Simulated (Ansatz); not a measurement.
Step by step: Tl, atoms shaken at random, then relaxed with the cell

All numbers below come from DFT, PBEsol, all-electron LAPW, scalar-relativistic in Ansatz 0.2.0.

Command: `ansatz run input.yaml --threads 1 --pin off --max-ram 2048MiB --backend cpu --events-out ev --progress --plain --runs-dir out` The run took about 350 s on 1 thread of a shared machine.

```yaml
crystal:
  lattice:
    - [3.456, 0.0, 0.0]
    - [-1.728, 2.9929837955, 0.0]
    - [0.0, 0.0, 5.525]
  atoms:
    - { symbol: Tl, position: [0.3513982333, 0.7467358067, 0.23378482] }
    - { symbol: Tl, position: [0.6997574067, 0.2654217733, 0.81338857] }
kpoints:
  mp_grid: { grid: [7, 7, 4] }
scf:
  occupations: { method: fermi_dirac, width: 0.05 }
hamiltonian:
  xc: pbesol
  pseudopotentials: { kind: all_electron, lapw: { basis_error: 0.001 } }
output:
  forces: true
  stress: true
relax:
  f_tol: 0.01
  max_steps: 80
  cell: {}
```

Spin–orbit coupling is left out, though it moves levels of the heavy atoms by tenths of an eV or more.

The geometry is COD entry 9008519, unchecked; take it as a test cell. The listed cell was then made from it by scaling, straining or moving an atom.

Each frame lists the cell vectors (Å), then Cartesian positions (Å) and forces (eV/Å). Free energies count from the first step, -1101255.1831 eV.

The walk took 11 evaluations in all; steps that aren't listed are left out.

Step 1: E = 0.0 meV, P = 3.73 GPa

```
cell 3.4560 0.0000 0.0000 -1.7280 2.9930 0.0000 0.0000 0.0000 5.5250
Tl   -0.0759    2.2350    1.2917     0.005  -0.427   1.511
Tl    1.9597    0.7944    4.4940    -0.005   0.427  -1.511
```

Step 2: E = -296.2 meV, P = 0.59 GPa

```
cell 3.4422 0.0205 0.0033 -1.7033 3.0168 0.0002 0.0053 0.0035 5.4679
Tl   -0.0562    2.2102    1.4657     0.003  -0.108   0.144
Tl    1.9559    0.8686    4.2638    -0.003   0.108  -0.144
```

Step 3: E = -337.7 meV, P = 0.14 GPa

```
cell 3.3795 0.0880 0.0012 -1.6135 3.1151 0.0147 0.0019 0.0283 5.3712
Tl    0.0069    2.2555    1.4726    -0.022  -0.027   0.043
Tl    1.9144    1.0196    4.1681     0.022   0.027  -0.043
```

Step 4:

```
cell 3.4048 0.2215 -0.0092 -1.5106 3.0932 0.0219 -0.0148 0.0319 5.2754
Tl    0.0108    2.2810    1.4603
Tl    2.0239    1.1160    4.0764
```

Step 5: E = -354.8 meV, P = -0.03 GPa

```
cell 3.4334 0.1826 -0.0038 -1.5586 3.0996 0.0122 -0.0061 0.0189 5.2622
Tl    0.0028    2.2665    1.4511    -0.010   0.000  -0.025
Tl    2.0224    1.0825    4.0677     0.010   0.000   0.025
```

Step 6: E = -349.9 meV, P = 0.04 GPa, step rejected

```
cell 3.5472 0.1155 0.0019 -1.6736 3.0825 -0.0015 0.0031 -0.0009 5.1850
Tl    0.0391    2.1633    1.4165    -0.030   0.023   0.008
Tl    1.9989    1.0771    4.0136     0.030  -0.023  -0.008
```

Step 7: E = -355.5 meV, P = 0.34 GPa

```
cell 3.4933 0.1707 -0.0016 -1.5988 3.0899 -0.0041 -0.0026 -0.0091 5.1622
Tl   -0.0398    2.2574    1.4100     0.027  -0.009  -0.009
Tl    2.0908    1.0401    3.9899    -0.027   0.009   0.009
```

Step 8: E = -358.1 meV, P = -0.18 GPa

```
cell 3.4963 0.1528 0.0010 -1.6158 3.0840 -0.0011 0.0016 -0.0010 5.2448
Tl   -0.0076    2.2301    1.4300    -0.003  -0.002   0.030
Tl    2.0490    1.0510    4.0622     0.003   0.002  -0.030
```

Step 9: E = -358.8 meV, P = -0.01 GPa

```
cell 3.4832 0.1590 -0.0013 -1.6039 3.0941 0.0013 -0.0020 0.0013 5.2181
Tl   -0.0095    2.2427    1.4283     0.000   0.000  -0.001
Tl    2.0454    1.0576    4.0359     0.000   0.000   0.001
```

(1) Give the energy and forces of step 4.

(2) How does the relaxation end?

Results:

(1) E = -346.9 meV, P = 0.07 GPa
```
Tl    0.0108    2.2810    1.4603    -0.006   0.008  -0.027
Tl    2.0239    1.1160    4.0764     0.006  -0.008   0.027
```

(2) It converges, with a = 3.483 Å, b = 3.483 Å, c = 5.223 Å, α = 89.99°, β = 90.01°, γ = 114.79° for the cell as listed; within 0.05 Å it has space group Cmcm; smaller departures are within what the tolerances leave open. The last solve (on a basis chosen afresh for the final cell, so its energy is not quite comparable) gives E = -359.1 meV, P = 0.01 GPa:
```
cell 3.4797 0.1584 -0.0004 -1.6027 3.0929 0.0004 -0.0006 0.0004 5.2226
Tl   -0.0102    2.2421    1.4290     0.000   0.000   0.000
Tl    2.0451    1.0554    4.0399     0.000   0.000   0.000
```
